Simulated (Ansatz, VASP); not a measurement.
Two plane-wave programs on NaF

```
CELL_PARAMETERS angstrom
0.00000 2.28088 2.28088
2.28088 0.00000 2.28088
2.28088 2.28088 0.00000
ATOMIC_POSITIONS crystal
Na 0.00000 0.00000 0.00000
F 0.50000 0.50000 0.50000
```

Alike in both runs: task single point; functional PBE; k mesh 6 × 6 × 6; occupations gaussian, width 0.1 eV; no spin polarisation.

```csv
,VASP,Ansatz
version,VASP 6.6.1,Ansatz 0.2.0
potentials or method,"VASP PAW PBE potentials, release 64 (Na_pv, F)","scalar-relativistic, plane waves, PAW"
plane-wave cutoff (eV),520,420
valence electrons in the cell,14,16
```

```tsv
	VASP	Ansatz	Ansatz less VASP
gap on the k mesh at the Fermi level (eV)	6.56	6.58	+0.016
least direct gap on the mesh (eV)	6.56	6.58	+0.016
pressure (GPa)	4.9	5.0	+0.06
```

The two sets of potentials don't hold the same shells in valence.
